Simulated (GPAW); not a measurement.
# WS2 (Tungstenite): single point with PBE

WS2 (Tungstenite):

```
CELL_PARAMETERS angstrom
3.18000 0.00000 0.00000
-1.59000 2.75396 0.00000
0.00000 0.00000 12.50000
ATOMIC_POSITIONS crystal
W 0.66667 0.33333 0.75000
W 0.33333 0.66667 0.25000
S 0.66667 0.33333 0.37500
S 0.33333 0.66667 0.87500
S 0.66667 0.33333 0.12500
S 0.33333 0.66667 0.62500
```

```
Program             : GPAW 26.7.0
Task                : single point
Functional          : PBE
Potentials or basis : GPAW PAW data sets (gpaw-data 1.2.1)
Cutoff              : 500 eV
Basis               : pw
k mesh              : 8 × 8 × 2
Occupations         : fermi-dirac, width 0.05 eV
Spin                : no spin polarisation
```

- Pressure: 2.2 GPa
- Largest force: 0.147 eV/Å
- Band gap on the k mesh: 1.19 eV, indirect (least direct gap 2.18 eV)

Forces on the atoms (eV/Å):
```
W    0.000  0.000  0.000
W    0.000  0.000  0.000
S    0.000  0.000  0.146
S    0.000  0.000  0.147
S    0.000  0.000 -0.147
S    0.000  0.000 -0.146
```

Stress tensor (GPa, compression positive):
```
1.58 0.00 0.00
0.00 1.58 0.00
0.00 0.00 3.55
```

Levels at points of the mesh, in eV from the valence-band top:
| k point | band 22 | band 23 | band 24 | band 25 | band 26 | band 27 | band 28 | band 29 | band 30 | band 31 |
| --- | --- | --- | --- | --- | --- | --- | --- | --- | --- | --- |
| (0.00, 0.00, 0.00) | -2.25 | -2.25 | -1.57 | -1.09 | 0.00 | 2.24 | 2.24 | 2.25 | 2.25 | 2.34 |
| (0.00, 0.00, 0.50) | -2.28 | -2.28 | -2.28 | -0.30 | -0.30 | 2.24 | 2.24 | 2.24 | 2.24 | 2.43 |
| (0.50, 0.50, 0.00) | -2.69 | -2.02 | -1.86 | -1.67 | -1.51 | 2.19 | 2.23 | 2.55 | 2.77 | 3.11 |
| (0.50, 0.50, 0.50) | -2.79 | -1.94 | -1.94 | -1.58 | -1.58 | 2.21 | 2.21 | 2.67 | 2.67 | 3.39 |

Run time: 45 s on 1 thread of Intel(R) Xeon(R) Platinum 8488C (Sapphire Rapids), on a shared host, peak memory 0.22 GiB.

Caveat: the cutoff is short for stress and forces, so pressures can be off by a GPa or more; spin-orbit coupling is left out, which moves the levels of the heavy elements; this functional lacks dispersion, which binds the layers, so the pressure and a relaxed spacing across them are unreliable. A k mesh can miss the band edges.
